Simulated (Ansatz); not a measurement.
**CuO under changes of volume**

One of the cells (10.163 Å³/atom); the others are scaled copies at fixed shape and fractional positions:

```
Cu O
1.0
     2.34465   -1.71340    0.00000
     2.34465    1.71340    0.00000
    -0.86055    0.00000    5.05944
Cu O
2 2
Direct
  0.00320 0.49680 0.00000
  0.49680 0.00320 0.50000
  0.57140 0.40560 0.25370
  0.40560 0.57140 0.75370
```

```yaml
Program: Ansatz 0.2.0
Functional: PBE
Potentials_or_basis: PseudoDojo standard (PBE files)
Cutoff: 1252 eV
Density_cutoff: 5007 eV
k_mesh: 10 × 10 × 5
Occupations: fermi-dirac, width 0.05 eV
Spin: no spin polarisation
```

```tsv
volume (Å³/atom)	energy over the lowest point (meV/atom)	pressure (GPa)	largest force (eV/Å)
9.553	?	?	?
9.756	29.31	13.9	0.893
9.959	14.57	9.5	0.825
10.163	5.12	5.5	0.762
10.366	0.43	2.0	0.732
10.569	0.00	-1.2	0.722
10.772	3.38	-4.0	0.718
```

Task: What does the run at 9.553 Å³/atom give?

Result: Energy over the lowest point 49.99 meV/atom; pressure 18.8 GPa; largest force 0.965 eV/Å.

Worked out: A Birch-Murnaghan fit of order 3 (a polynomial in V^(-2/3)) to the other rows has its minimum at 10.49 Å³/atom with B0 = V·E''(V) = 162 GPa and B' = 4.6 at fixed shape and positions, which overstates the stiffness. It gives 49.95 meV/atom at 9.553 Å³/atom, against the run's 49.99, and -dE/dV = 18.8 GPa, against 18.8.

Energies are extrapolated to zero smearing.

Caveats: the run has no spin polarisation, though such a crystal can be magnetic.
